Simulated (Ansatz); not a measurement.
The system is Sb.

```
CELL_PARAMETERS angstrom
3.12240 0.00000 0.00000
0.00000 4.34752 0.00000
-0.03891 0.00000 4.40585
ATOMIC_POSITIONS crystal
Sb 0.01139 0.25000 0.24117
Sb 0.98861 0.75000 0.75883
```

This isn't the form of Sb at room conditions, which is rhombohedral.

```yaml
Program: Ansatz 0.2.0
Task: single point
Functional: PBE
Potentials_or_basis: Ansatz PAW
Cutoff: "420 eV (not typed: the program's choice for these potentials)"
k_mesh: 9 × 6 × 6
Occupations: fermi-dirac, width 0.05 eV
Spin: no spin polarisation
```

On this cell: pressure 0.4 GPa; largest force 0.055 eV/Å; band gap on the k mesh none (metal or under the smearing width).

The same run follows on a disturbed copy (atoms moved at random, drawn with an rms of 0.05 Å):

```
Sb
1.0
     3.12240    0.00000    0.00000
     0.00000    4.34752    0.00000
    -0.03891    0.00000    4.40585
Sb
2
Direct
  0.01218 0.26149 0.24261
  0.00154 0.74648 0.76535
```

Problem. What changes?

Solution. The energy (extrapolated to zero smearing) moves by +2.0 meV/atom; pressure 0.7 GPa; largest force 0.112 eV/Å; band gap on the k mesh none (metal or under the smearing width).

Forces on the atoms (eV/Å):
```
Sb  -0.012 -0.089  0.067
Sb   0.012  0.089 -0.067
```

Stress tensor (GPa, compression positive):
```
 1.13  0.01  0.08
 0.01  0.30 -0.44
 0.08 -0.44  0.53
```
